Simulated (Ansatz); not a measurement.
Cu Kα1 powder pattern (kinematic, no thermal factors).
```csv
2θ (°),relative intensity
16.82,1
23.92,6
25.35,33
25.39,100
29.39,1
35.13,8
42.02,51
42.07,52
49.71,13
49.76,31
49.78,16
55.93,2
58.06,2
60.97,17
67.05,8
67.11,5
67.17,12
72.39,2
74.26,1
76.73,6
76.84,17
76.88,8
82.40,4
82.45,6
82.49,7
86.69,2
87.27,1
89.22,1
```

The pattern is computed from a structure relaxed with DFT PBE, scalar-relativistic, plane waves, PAW in Ansatz 0.2.0. No spin polarisation. Its elements are Ge, Sn.

Q: Give the structure.

A: SnGe2.
Space group P-3m1 (No. 164). a = 4.292 Å, b = 4.292 Å, c = 10.533 Å, α = 90.00°, β = 90.00°, γ = 120.00°
```
atom  site  symmetry       x       y       z
  Sn    2c       3m. 0.0000  0.0000  0.8636
  Ge    2d       3m. 0.3333  0.6667  0.5363
  Ge    2d       3m. 0.6667  0.3333  0.2266
```

A pattern alone doesn't exclude other cells with like lines; this is the one computed.

It was reached by relaxing an invented guess, and it needn't be the stable form of this composition.
